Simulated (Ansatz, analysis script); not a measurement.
# FeGe: moments against volume

Wanted: energy and moment of FeGe against volume, with typed moments, small moments and no spin.

Calculated with Ansatz 0.2.0; PBE, PAW set soft_1.

### 1. The starting structure

It takes space group P6/mmm (No. 191, hexagonal). The conventional cell has a = 4.998 Å, b = 4.998 Å, c = 4.116 Å, α = 90.00°, β = 90.00°, γ = 120.00°. Nearest to Fe lie 4 Fe at 2.50 Å and 6 Ge at 2.50 to 2.51 Å. Nearest to Ge lie 6 Fe at 2.50 Å. Nearest to Ge lie 6 Fe at 2.51 Å. Farther neighbours are not listed.

Coordinates:

```cif
data_structure
_symmetry_space_group_name_H-M 'P6/mmm'
_symmetry_Int_Tables_number 191
_cell_length_a 4.9976
_cell_length_b 4.9976
_cell_length_c 4.1158
_cell_angle_alpha 90.000
_cell_angle_beta 90.000
_cell_angle_gamma 120.000
_cell_volume 89.02
loop_
_atom_site_label
_atom_site_type_symbol
_atom_site_symmetry_multiplicity
_atom_site_Wyckoff_symbol
_atom_site_fract_x
_atom_site_fract_y
_atom_site_fract_z
_atom_site_occupancy
Fe1 Fe 3 f 0.50000 0.00000 0.00000 1
Ge1 Ge 1 a 0.00000 0.00000 0.00000 1
Ge2 Ge 2 d 0.33333 0.66667 0.50000 1
```

The cell comes from the Materials Project, a database of computed structures, and the real compound, where it exists, may take another one.

The cell of this run holds 6 atoms, 3 of them with a starting moment; values «a cell» refer to the cell of the run in question.

### 2. Two spin channels first

First a free collinear run, to see which state the typed moments lead to.

Input file input.yaml:

```yaml
crystal:
  lattice:
    - [4.9976023358, 0.0, 0.0]
    - [-2.4988011679, 4.3280505808, 0.0]
    - [0.0, 0.0, 4.11576135]
  atoms:
    - { symbol: Fe, position: [0.5, 0.0, 0.0], spin: 2.8 }
    - { symbol: Fe, position: [0.5, 0.5, 0.0], spin: 2.8 }
    - { symbol: Fe, position: [0.0, 0.5, 0.0], spin: 2.8 }
    - { symbol: Ge, position: [0.0, 0.0, 0.0] }
    - { symbol: Ge, position: [0.33333333, 0.66666667, 0.5] }
    - { symbol: Ge, position: [0.66666667, 0.33333333, 0.5] }
magnetization:
  spin_polarized: true
kpoints:
  mp_grid: { grid: [8, 8, 8] }
hamiltonian:
  xc: pbe
  pseudopotentials: { kind: paw, azcp: { folder: soft_1 } }
scf:
  occupations: { method: fermi_dirac, width: 0.05 }
  max_iter: 120
  convergence: { dr2_threshold: 1.0e-08 }
  lower_state_search: "off"
output:
  write_density: true
  write_potential: true
  elf: true
  volumetric_format: npy
```

Started as:

```bash
> ansatz run input.yaml --threads 2 --pin off --max-ram 5120MiB --backend cpu --events-out ev --progress --plain --runs-dir out
```

Numbers of over 12 decimals in the logs are rounded to 6 here.

Log:

```text
Engine: ansatz 0.2.0, aarch64-unknown-linux-gnu
Pseudopotentials: kind: paw
Pseudopotential: Fe, paw, valence charge 16, recommended cutoff 420 eV (normal), soft_1/Fe.paw.azcp
Pseudopotential: Ge, paw, valence charge 14, recommended cutoff 420 eV (normal), soft_1/Ge.paw.azcp
Functional definition: PBE
  parameter kappa = 0.804
  parameter beta = 0.066725
  exchange = pbe_x(kappa = kappa, mu = beta*pi^2/3)
  correlation = pbe_c(beta = beta)
Crystal: 6 atoms, lattice volume = 89.023 Å³
Basis set: ecut = 420 eV, 1699 PW (Γ)
Bands: 60, of which v1, the nominal top of the filled ones, is band 45 counted from 1 (44 counted from 0)
Symmetry: 24 space group operations
Space group: P6/mmm (ITA 191), of the structure as read, at distance tolerance 4.5e-5 Å
Magnetic group: BNS 191.233 (UNI 1463), of the structure as read, at distance tolerance 4.5e-5 Å
k-points: 50 of 512
Non-local potential: Fe, projectors of the file, l = 0: 3, l = 1: 2, l = 2: 3, l = 3: 1
Non-local potential: Ge, projectors of the file, l = 0: 2, l = 1: 2, l = 2: 3, l = 3: 1
PAW form: soft (Blöchl's): semilocal exchange-correlation on the pseudo side does not see the compensation charge
PAW one-centre angular grid: Fe, 590 points (default); XC on 64 Gauss nodes
PAW one-centre angular grid: Ge, 590 points (default); XC on 64 Gauss nodes
Initial density: superposition of atomic densities (chi_scale 0.1, normalization cell)
Starting moments: Σ|m| = 8.4 μB on 3 of 6 sites
Initial wavefunctions: pseudopotential atomic-orbital guess
Functional: x = pbe(κ = 0.804, μ = 0.219515), c = pbe(β = 0.066725)
SCF iter   1: F=—  HF=-26329.320771 eV  |F-HF|=—  |Δ(HF+E_count)|=         —  Δρ=1.03e-1 (↑3.45e-2 ↓1.03e-1)  dr2=1.66e1  dr2_m=2.90e0  M=5.044 μB ∫|m|=5.711 μB  β_m=0.30  ethr=3.10e-3  ⟨swp⟩=6.1  Hψ=20648  notcnv=0  defer=12
preconditioner: auto → Kerker (q_TF=auto, 2.733 Å⁻¹)  [metal: Δε(μ)=0.007 eV  Ē_g=17.278 eV  σ=0.050 eV  W_gap=0.03  n_scr=26 (ndim 8)  ℏωp=32.0 eV  f_vac=0.001  D(μ)=4.02/eV (n_scr^D=26)]
spin=Collinear: Kerker preconditioning applied to the charge; magnetization (m = ρ↑ − ρ↓) channel mixes plain (no charge-response kernel on spin).
SCF iter   2: F=—  HF=-26327.988278 eV  |F-HF|=—  |Δ(HF+E_count)|=    1.33e0  Δρ=5.33e-2 (↑5.33e-2 ↓3.75e-2)  dr2=3.62e0  dr2_m=1.24e0  M=5.232 μB ∫|m|=6.007 μB  β_m=0.30  ethr=3.10e-3  ⟨swp⟩=2.9  Hψ=9541  notcnv=0  defer=503
SCF iter   3: F=—  HF=-26327.631589 eV  |F-HF|=—  |Δ(HF+E_count)|=   3.57e-1  Δρ=3.53e-2 (↑3.35e-2 ↓3.53e-2)  dr2=2.73e0  dr2_m=7.40e-1  M=5.074 μB ∫|m|=5.891 μB  β_m=0.30  ethr=3.10e-3  ⟨swp⟩=2.0  Hψ=7544  notcnv=0  defer=498
SCF iter   4: F=—  HF=-26327.021975 eV  |F-HF|=—  |Δ(HF+E_count)|=   6.10e-1  Δρ=2.37e-2 (↑2.37e-2 ↓1.22e-2)  dr2=4.17e-1  dr2_m=2.12e-1  M=5.339 μB ∫|m|=6.090 μB  β_m=0.30  ethr=3.04e-3  ⟨swp⟩=2.6  Hψ=8398  notcnv=0  defer=498
SCF iter   5: F=—  HF=-26327.026049 eV  |F-HF|=—  |Δ(HF+E_count)|=   4.07e-3  Δρ=1.61e-2 (↑1.53e-2 ↓1.61e-2)  dr2=9.12e-2  dr2_m=1.92e-1  M=5.117 μB ∫|m|=5.939 μB  β_m=0.30  ethr=4.63e-4  ⟨swp⟩=2.2  Hψ=7837  notcnv=0  defer=479
SCF iter   6: F=—  HF=-26327.039835 eV  |F-HF|=—  |Δ(HF+E_count)|=   1.38e-2  Δρ=1.24e-2 (↑1.24e-2 ↓1.21e-2)  dr2=2.22e-2  dr2_m=1.20e-1  M=5.075 μB ∫|m|=5.884 μB  β_m=0.30  ethr=1.01e-4  ⟨swp⟩=2.1  Hψ=9852  notcnv=0  defer=479
SCF iter   7: F=—  HF=-26327.059601 eV  |F-HF|=—  |Δ(HF+E_count)|=   1.98e-2  Δρ=1.37e-2 (↑9.56e-3 ↓1.37e-2)  dr2=2.64e-2  dr2_m=1.08e-1  M=4.934 μB ∫|m|=5.771 μB  β_m=0.30  ethr=2.46e-5  ⟨swp⟩=2.0  Hψ=9932  notcnv=0  defer=479
SCF iter   8: F=—  HF=-26327.077843 eV  |F-HF|=—  |Δ(HF+E_count)|=   1.82e-2  Δρ=1.08e-2 (↑9.57e-3 ↓1.08e-2)  dr2=3.43e-3  dr2_m=8.40e-2  M=4.861 μB ∫|m|=5.697 μB  β_m=0.30  ethr=2.46e-5  ⟨swp⟩=2.0  Hψ=10021  notcnv=0  defer=479
SCF iter   9: F=—  HF=-26327.085493 eV  |F-HF|=—  |Δ(HF+E_count)|=   7.65e-3  Δρ=9.37e-3 (↑9.37e-3 ↓9.25e-3)  dr2=8.32e-4  dr2_m=7.05e-2  M=4.779 μB ∫|m|=5.616 μB  β_m=0.30  ethr=3.82e-6  ⟨swp⟩=2.0  Hψ=9041  notcnv=0  defer=479
SCF iter  10: F=—  HF=-26327.094427 eV  |F-HF|=—  |Δ(HF+E_count)|=   8.93e-3  Δρ=8.75e-3 (↑8.75e-3 ↓8.26e-3)  dr2=3.85e-4  dr2_m=5.87e-2  M=4.708 μB ∫|m|=5.541 μB  β_m=0.30  ethr=9.25e-7  ⟨swp⟩=2.0  Hψ=10278  notcnv=0  defer=479
[...]
spin-set hold released at iteration 15 (site moments contracting): the magnetisation degrees of freedom join the quasi-Newton model from the next iteration; the mixer history was flushed
[...]
SCF iter  17: F=—  HF=-26327.128030 eV  |F-HF|=—  |Δ(HF+E_count)|=   6.31e-3  Δρ=3.57e-3 (↑3.57e-3 ↓2.24e-3)  dr2=1.18e-3  dr2_m=6.73e-3  M=4.266 μB ∫|m|=5.035 μB  β_m=0.52  ethr=4.27e-7  ⟨swp⟩=2.6  Hψ=10571  notcnv=0  defer=477
SCF iter  18: F=—  HF=-26327.130712 eV  |F-HF|=—  |Δ(HF+E_count)|=   2.68e-3  Δρ=1.36e-3 (↑1.36e-3 ↓7.46e-4)  dr2=2.80e-3  dr2_m=2.19e-4  M=4.128 μB ∫|m|=4.860 μB  β_m=0.51  ethr=4.27e-7  ⟨swp⟩=2.5  Hψ=11215  notcnv=0  defer=471
SCF iter  19: F=—  HF=-26327.130466 eV  |F-HF|=—  |Δ(HF+E_count)|=   2.45e-4  Δρ=4.71e-4 (↑4.71e-4 ↓2.24e-4)  dr2=1.46e-4  dr2_m=6.97e-5  M=4.142 μB ∫|m|=4.872 μB  β_m=0.76  ethr=4.27e-7  ⟨swp⟩=2.0  Hψ=9860  notcnv=0  defer=471
SCF iter  20: F=—  HF=-26327.130520 eV  |F-HF|=—  |Δ(HF+E_count)|=   5.41e-5  Δρ=1.52e-4 (↑1.34e-4 ↓1.52e-4)  dr2=2.03e-5  dr2_m=1.43e-5  M=4.147 μB ∫|m|=4.876 μB  β_m=0.85  ethr=1.62e-7  ⟨swp⟩=1.9  Hψ=6505  notcnv=0  defer=471
SCF iter  21: F=—  HF=-26327.130524 eV  |F-HF|=—  |Δ(HF+E_count)|=   3.87e-6  Δρ=6.23e-5 (↑6.23e-5 ↓3.64e-5)  dr2=5.97e-6  dr2_m=1.53e-6  M=4.140 μB ∫|m|=4.867 μB  β_m=0.92  ethr=2.26e-8  ⟨swp⟩=2.0  Hψ=7288  notcnv=0  defer=471
SCF iter  22: F=—  HF=-26327.130524 eV  |F-HF|=—  |Δ(HF+E_count)|=   2.39e-7  Δρ=3.01e-5 (↑3.01e-5 ↓2.73e-5)  dr2=4.52e-6  dr2_m=8.97e-9  M=4.142 μB ∫|m|=4.869 μB  β_m=0.85  ethr=6.63e-9  ⟨swp⟩=2.0  Hψ=8172  notcnv=0  defer=471
SCF iter  23: F=—  HF=-26327.130524 eV  |F-HF|=—  |Δ(HF+E_count)|=   3.03e-7  Δρ=1.79e-5 (↑7.53e-6 ↓1.79e-5)  dr2=5.92e-7  dr2_m=4.51e-8  M=4.143 μB ∫|m|=4.870 μB  β_m=0.77  ethr=5.02e-9  ⟨swp⟩=2.0  Hψ=7465  notcnv=0  defer=471
SCF iter  24: F=—  HF=-26327.130524 eV  |F-HF|=—  |Δ(HF+E_count)|=   2.00e-8  Δρ=6.47e-6 (↑2.88e-6 ↓6.47e-6)  dr2=5.29e-8  dr2_m=5.58e-9  M=4.142 μB ∫|m|=4.870 μB  β_m=0.88  ethr=6.58e-10  ⟨swp⟩=2.0  Hψ=8500  notcnv=0  defer=471
SCF iter  25: F=—  HF=-26327.130524 eV  |F-HF|=—  |Δ(HF+E_count)|=   2.13e-8  Δρ=4.48e-6 (↑3.10e-6 ↓4.48e-6)  dr2=4.93e-8  dr2_m=7.34e-10  M=4.143 μB ∫|m|=4.870 μB  β_m=0.94  ethr=5.87e-11  ⟨swp⟩=2.4  Hψ=7775  notcnv=0  defer=471
SCF iter  26: F=-26327.130524 eV  HF=-26327.130524 eV  |F-HF|=1.24e-9  |Δ(HF+E_count)|=   1.80e-9  Δρ=1.22e-6 (↑4.72e-7 ↓1.22e-6)  dr2=2.16e-9  dr2_m=1.46e-10  M=4.143 μB ∫|m|=4.870 μB  ethr=1.11e-11  ⟨swp⟩=8.0  Hψ=19259  notcnv=0
SCF 1 converged in 26 iterations: F = -26327.130524 eV  dr2 = 2.16e-9
  greatest PAW one-centre occupation: 1.000 electrons in one spin orbital (limit 2), on the Fe atom at site 2 (counted from 0), in its partial waves of l = 1
SCF converged after 26 iterations
Magnetization: 4.1425 μB (47.0713 up, 42.9287 down)
Absolute magnetization: 4.8711 μB (∫|ρ↑−ρ↓|, with the PAW one-centre terms)
Spin contamination: 0.1292 ħ² per cell (⟨S²⟩ above its minimum at these occupations)
Per-site moments (μB) at R_I (Å): [(1.477221, 1.030755), (1.477221, 1.030755), (1.477221, 1.030755), (-0.071284, 1.030755), (-0.049182, 1.036698), (-0.049182, 1.036698)]
Free energy (F): -26327.130524 eV
Harris-Foulkes:  -26327.130524 eV  (|F-HF|=1.24e-9)
Internal energy: -26327.092232 eV  (E = F + TS)
E sigma→0 (E₀):  -26327.111378 eV
Entropy (-TS):   -0.038292 eV (-6.382 meV/atom)
Fermi energy:    14.299688 eV
--- Per-component energies (eV) ---
  E_band       = -1074.299128
  E_kinetic    = 1275.785039
  E_local      = -13852.056960  (includes V_loc(G=0)·N_el)
  E_nonlocal   = 1521.986541
  E_hartree    = 6228.006776
  E_xc         = -548.372430
  E_vxc        = -623.961736  (∫ρ·V_xc dr)
  E_paw        = -10186.632924  (= ΣΔE_a)
  E_vpaw       = -1852.057345  (= ΣTr[D̂ρ^β])
  E_aug_tail   = -0.003116  (compensation charges beyond the density's cutoff)
  E_ewald      = -10765.805157
  E_smearing   = -0.038292  (= −TS)
  E_closure    = -0.000000  (closes the sum)
  Σ components = -26327.130524   (vs F -26327.130524, Δ=0.00e0)
--- Band table (eV; the first three rows and the last of 100) ---
  k-point 0 ↑: bands = [... 41 lower, 12.7623, 12.7623, 12.9961, 13.0030, 13.0030, 14.0295, 14.5029, 15.5011, ... 11 higher]
  k-point 1 ↑: bands = [... 41 lower, 12.7629, 12.7629, 12.9906, 12.9927, 12.9927, 14.0938, 14.5030, 15.2246, ... 11 higher]
  k-point 2 ↑: bands = [... 41 lower, 12.7634, 12.7634, 12.9682, 12.9682, 12.9774, 14.1178, 14.4582, 14.4582, ... 11 higher]
  k-point 49 ↓: bands = [... 41 lower, 13.6689, 13.9231, 13.9955, 14.0153, 14.2624, 14.4394, 15.0579, 15.5992, ... 11 higher]
```

The job ended after 40 s (2 threads of Arm Neoverse V1, shared host; peak memory 0.62 GiB; 78 s of CPU time).

In the SCF lines HF is the Harris–Foulkes energy and dr2 the Hartree energy of the density residual, in eV; the loop may stop once dr2 is under the threshold and the program's other checks hold. Hψ counts applications of the Hamiltonian.

Spin moment in the atom's sphere by atom:

| atom | spin moment in the atom's sphere (μB) |
| --- | --- |
| Fe1 | 1.48 |
| Fe2 | 1.48 |
| Fe3 | 1.48 |
| Ge4 | -0.07 |
| Ge5 | -0.05 |
| Ge6 | -0.05 |

Tables count atoms from 1; parts of the log count from 0.

The run ends ferromagnetic, with a net moment of 4.14 μB a cell. Only this order was typed.

Spin density in the ab plane at fractional z = 0.000, with atoms of Fe and Ge within 0.2 Å of it.

Ten even steps from '_' (0.0 e/Å³) to '@' (2.7 e/Å³), each cell a mean:
```
__________..**++..__________
____________..______________
____________________________
____________________________
....__________....__________
##==..______--##==________--
@@::______..##@@--______..##
--________::--::________..--
____________________________
____________________________
____________________________
______________----__________
__________..**@@++__________
```
Columns run along a (5.0 Å), rows up along b (5.0 Å). Atoms in or near the plane, at fractional coordinates: Fe at (0.50, 0.00), Fe at (0.50, 0.50), Fe at (0.00, 0.50), Ge at (0.00, 0.00).

Valence density in the ab plane at fractional z = 0.000, with atoms of Fe and Ge within 0.2 Å of it. It is the smooth field of the valence electrons, not physical close to the nuclei.

Ten steps, logarithmic in the rise over the least value, from '_' (0 e/Å³) to '@' (38 e/Å³), each cell a mean:
```
%%==..__..**%%%%++..__..++%%
--..____..==++==..____..--==
__________....__________....
__....__________....________
++++--______::++++--______::
%%##==____--##%%##--____--**
@@**::__..++%%@@**::__..++%%
**--____..++##**--____::++##
..______..::--..______..::--
____________________________
..::..______..::--::________
****--____..++####--____..--
@@##::____==%%@@##--____--%%
```
Columns run along a (5.0 Å), rows up along b (5.0 Å). Atoms in or near the plane, at fractional coordinates: Fe at (0.50, 0.00), Fe at (0.50, 0.50), Fe at (0.00, 0.50), Ge at (0.00, 0.00).

ELF in the ab plane at fractional z = 0.000, with atoms of Fe and Ge within 0.2 Å of it. It is the smooth field of the valence electrons, not physical close to the nuclei.

Ten even steps from '_' (0.18) to '@' (0.88), each cell a mean:
```
__::==::__--%%##::__--==..__
--====..__::--..__::++==::..
==--::..______....::--======
________......______..--==::
::--..__..____::::____::..__
%%**..__....++%%**..__....==
@@==....__--%%@@==__..__--%%
==......__--++==..__..__--++
__..--::____..____::..__....
--==++--..__....____....__..
==--==++==::____..____::====
____--==--__::++++..__--==::
==__--==__..##@@**__..==::__
```
Columns run along a (5.0 Å), rows up along b (5.0 Å). Atoms in or near the plane, at fractional coordinates: Fe at (0.50, 0.00), Fe at (0.50, 0.50), Fe at (0.00, 0.50), Ge at (0.00, 0.00).

### 3. The same state on a denser mesh

Levels at the Fermi energy are partly filled, so moments and energy differences can hang on the k-mesh, and the state is solved again on a denser one.

input.yaml, the sections that differ from step 2:

```yaml
crystal:
  lattice:
    - [4.9976023358, 0.0, 0.0]
    - [-2.4988011679, 4.3280505808, 0.0]
    - [0.0, 0.0, 4.11576135]
  atoms:
    - { symbol: Fe, position: [0.5, 0.0, 0.0], spin: 1.48 }
    - { symbol: Fe, position: [0.5, 0.5, 0.0], spin: 1.48 }
    - { symbol: Fe, position: [0.0, 0.5, 0.0], spin: 1.48 }
    - { symbol: Ge, position: [0.0, 0.0, 0.0] }
    - { symbol: Ge, position: [0.33333333, 0.66666667, 0.5] }
    - { symbol: Ge, position: [0.66666667, 0.33333333, 0.5] }
kpoints:
  mp_grid: { grid: [9, 9, 9] }
basis:
  ecutwfc: 420.0
checkpoint:
  read: start
  write: ck
  compress: false
  write_wavefunctions: false
  write_every: 100000
# magnetization, hamiltonian, scf: as in step 2
# output: removed
```

Log:

```text
[...]
Per-site moments (μB) at R_I (Å): [(1.488785, 1.030755), (1.488785, 1.030755), (1.488785, 1.030755), (-0.069998, 1.030755), (-0.048314, 1.036698), (-0.048314, 1.036698)]
Free energy (F): -26327.133166 eV
[...]
Internal energy: -26327.095794 eV  (E = F + TS)
E sigma→0 (E₀):  -26327.114480 eV
Entropy (-TS):   -0.037372 eV (-6.229 meV/atom)
Fermi energy:    14.294444 eV
[...]
[key lines of the parts left out:]
SCF converged after 8 iterations
Magnetization: 4.1874 μB (47.0937 up, 42.9063 down)
```

Elapsed: 18 s, on 2 threads; peak memory 0.64 GiB; 34 s of CPU time.

Spin moment in the atom's sphere by atom:

| atom | spin moment in the atom's sphere (μB) |
| --- | --- |
| Fe1 | 1.49 |
| Fe2 | 1.49 |
| Fe3 | 1.49 |
| Ge4 | -0.07 |
| Ge5 | -0.05 |
| Ge6 | -0.05 |

The run ends ferromagnetic, with a net moment of 4.19 μB a cell, against 4.14 μB on the first mesh.

The cell's volume is scaled by the factor named; fractional positions stay, and energies count from the lowest run.

### 4. Factor 0.82, typed moments

Three starts at each size show whether high-spin, low-spin and non-magnetic states coexist. One mesh, built for the smallest cell, and one cutoff serve all sizes, so that energies can be subtracted.

input.yaml, the sections that differ from step 3:

```yaml
crystal:
  lattice:
    - [4.67770662, 0.0, 0.0]
    - [-2.33885331, 4.05101277, 0.0]
    - [0.0, 0.0, 3.85231213]
  atoms:
    - { symbol: Fe, position: [0.5, 0.0, 0.0], spin: 2.8 }
    - { symbol: Fe, position: [0.5, 0.5, 0.0], spin: 2.8 }
    - { symbol: Fe, position: [0.0, 0.5, 0.0], spin: 2.8 }
    - { symbol: Ge, position: [0.0, 0.0, 0.0] }
    - { symbol: Ge, position: [0.33333333, 0.66666667, 0.5] }
    - { symbol: Ge, position: [0.66666667, 0.33333333, 0.5] }
kpoints:
  mp_grid: { grid: [10, 10, 10] }
output:
  stress: true
# magnetization, hamiltonian, scf, basis: as in step 3
# checkpoint: removed
```

Started as:

```bash
> ansatz run input.yaml --threads 1 --pin off --max-ram 2560MiB --backend cpu --events-out ev --progress --plain --runs-dir out
```

Log:

```text
Warning: output.stress: scf.convergence.dr2_threshold = 1e-8 eV is looser than the 6e-10 eV advised for a printed stress (1e-10 eV for each atom of the cell: 6). What an SCF threshold leaves in a stress goes as its square root, and in the free energy as the threshold itself, and one threshold admits the most on a small cell: [figures from the program's tests cut] Set scf.convergence.dr2_threshold to 6e-10 eV or tighter. The threshold is an SCF's pass mark: one that does not reach it within its budget of iterations ends unconverged, or closes short of it on a stop that the run arms, and scf.convergence.dr2_threshold's page says what that costs each kind of run
[...]
Crystal: 6 atoms, lattice volume = 72.999 Å³
Basis set: ecut = 420 eV, 1411 PW (Γ)
Bands: 60, of which v1, the nominal top of the filled ones, is band 45 counted from 1 (44 counted from 0)
Symmetry: 24 space group operations
[...]
k-points: 84 of 1000
[...]
Starting moments: Σ|m| = 8.4 μB on 3 of 6 sites
[...]
SCF iter   1: F=—  HF=-26328.167513 eV  |F-HF|=—  |Δ(HF+E_count)|=         —  Δρ=1.30e-1 (↑5.58e-2 ↓1.30e-1)  dr2=1.67e1  dr2_m=4.86e0  M=4.368 μB ∫|m|=4.912 μB  β_m=0.30  ethr=3.10e-3  ⟨swp⟩=6.1  Hψ=36556  notcnv=0  defer=25
[...]
SCF iter  20: F=-26325.832647 eV  HF=-26325.832647 eV  |F-HF|=3.64e-11  |Δ(HF+E_count)|=  4.07e-10  Δρ=4.34e-7 (↑3.94e-7 ↓4.34e-7)  dr2=2.33e-10  dr2_m=4.11e-11  M=3.530 μB ∫|m|=3.933 μB  ethr=4.28e-12  ⟨swp⟩=2.1  Hψ=29215  notcnv=0
SCF 1 converged in 20 iterations: F = -26325.832647 eV  dr2 = 2.33e-10
[...]
SCF converged after 20 iterations
an eigenvalue changed by more than its tolerance at an iteration that met the thresholds in force, so the SCF went on 1 time: the last check found none over its tolerance
Magnetization: 3.5296 μB (46.7648 up, 43.2352 down)
Absolute magnetization: 3.9312 μB (∫|ρ↑−ρ↓|, with the PAW one-centre terms)
[...]
Per-site moments (μB) at R_I (Å): [(1.208249, 0.964777), (1.208249, 0.964777), (1.208249, 0.964777), (-0.039291, 0.964777), (-0.028109, 0.970339), (-0.028109, 0.970339)]
Free energy (F): -26325.832647 eV
[...]
Internal energy: -26325.800112 eV  (E = F + TS)
E sigma→0 (E₀):  -26325.816380 eV
Entropy (-TS):   -0.032536 eV (-5.423 meV/atom)
Fermi energy:    18.095205 eV
[...]
--- Stress (GPa, compression-positive) ---
       40.901962       0.000000       0.000000
       -0.000000      40.901962       0.000000
        0.000000       0.000000      30.841349
  P = ⅓ Tr σ = 37.5484 GPa (375.484 kbar)
```

Wall time 91 s (1 thread); peak memory 0.7 GiB.

It ends ferromagnetic, with 1.21 μB on the largest site.

(Part 1 of 2 ends here.)

[Logs and program files are shortened in this print: banners, set-up blocks, solver, clock and traceback lines can be left out without a mark of their own.]

[Logs are printed without paths, hosts, clocks, repeated set-up lines and the standing remarks that a program may print on its own settings, such as how far it seeks lower states.]

[Hosts, paths, dates, database ids (printed as entryN), source tags and the programs' standing remarks are cut or masked in the printed files.]

[Where the input sets lower_state_search to off, the program did not look for lower states, so one may exist.]
